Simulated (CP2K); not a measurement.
Runs of CP2K 2026.2 on LiH. Symmetry: Fm-3m, No. 225, cubic system. The conventional cell has a = 4.073 Å, b = 4.073 Å, c = 4.073 Å, α = 90.00°, β = 90.00°, γ = 90.00°. Around Li (site symmetry m-3m) lie 6 H at 2.04 Å. H (site symmetry m-3m) is surrounded by 6 Li at 2.04 Å. 

```csv
level,potentials or basis,smearing,EPS_DEFAULT,NGRIDS,points a segment of the path (NPOINTS),bands added on the path,CUTOFF of the grids,gap on the mesh (eV),pressure (GPa)
PBEsol,"POTENTIAL_UZH Li GTH-PBE-q3, H GTH-PBE-q1; TZVP-MOLOPT-PBE-GTH basis",fermi-dirac 0.01 eV,1.0E-9,4,10,2,550 Ry,3.18,(a)
r2SCAN,"POTENTIAL_UZH Li GTH-SCAN-q3, H GTH-SCAN-q1; TZVP-MOLOPT-SCAN-GTH basis",fermi-dirac 0.0259 eV,1.0E-9,4,8,4,800 Ry,3.94,(c)
PBE,"POTENTIAL_UZH Li GTH-PBE-q3, H GTH-PBE-q1; TZVP-MOLOPT-PBE-GTH basis",fermi-dirac 0.0259 eV,1.0E-9,4,10,4,550 Ry,(b),-1.5
TB-mBJ,"POTENTIAL_UZH Li GTH-PBE-q3, H GTH-PBE-q1; TZVP-MOLOPT-PBE-GTH basis",fermi-dirac 0.05 eV,1.0E-10,5,10,2,800 Ry,4.15,-
LDA,"GTH_POTENTIALS Li GTH-PADE-q3, H GTH-PADE-q1; TZVP-MOLOPT-PBE-GTH basis",fermi-dirac 0.0259 eV,1.0E-10,5,8,6,550 Ry,3.02,-4.0
```

Alike in all rows: task band structure; no spin polarisation; cell as given; k mesh 11 × 11 × 11.

Problem. Fill in the values left out.

Solution. (a) -2.2; (b) 3.39; (c) -1.3.

Caveats: the mesh misses the band edges, which the band path finds closer together; the basis of atomic orbitals isn't converged, which shifts pressures, moduli and gaps; the potentials were made for another functional, which shifts forces and pressure (some runs); this is a model potential without an energy functional, so only levels have meaning (some runs).
